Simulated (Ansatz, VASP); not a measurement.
# One calculation of Re, two programs

```
CELL_PARAMETERS angstrom
2.85207 0.00000 0.00000
-1.42603 2.46996 0.00000
0.00000 0.00000 4.55637
ATOMIC_POSITIONS crystal
Re 0.33333 0.66667 0.25000
Re 0.66667 0.33333 0.75000
```

Alike in both runs: functional PBE; k mesh 17 × 17 × 9; occupations fermi-dirac, width 0.05 eV; no spin polarisation.

Ansatz relaxed the structure, and its values are those at the end. VASP's run is a single point on that final structure, the one shown.

|  | VASP | Ansatz |
| --- | --- | --- |
| version | VASP 6.6.1 | Ansatz 0.2.0 |
| potentials or method | VASP PAW PBE potentials, release 64 (Re), cutoff 520 eV | all-electron LAPW, non-relativistic |

|  | VASP | Ansatz | Ansatz less VASP |
| --- | --- | --- | --- |
| pressure (GPa) | -22.8 | 0.0 | +22.77 |

One of these differences is far larger than is usual between the two programs; its cause wasn't traced. Ansatz ran all-electron here, so the differences hold the error of VASP's frozen core and of both bases.

Caveats: so large a pressure means that the cell lies far from this level's equilibrium, or that cutoff or potentials fall short (VASP). The runs have no spin-orbit coupling, so splittings on Re are missing.
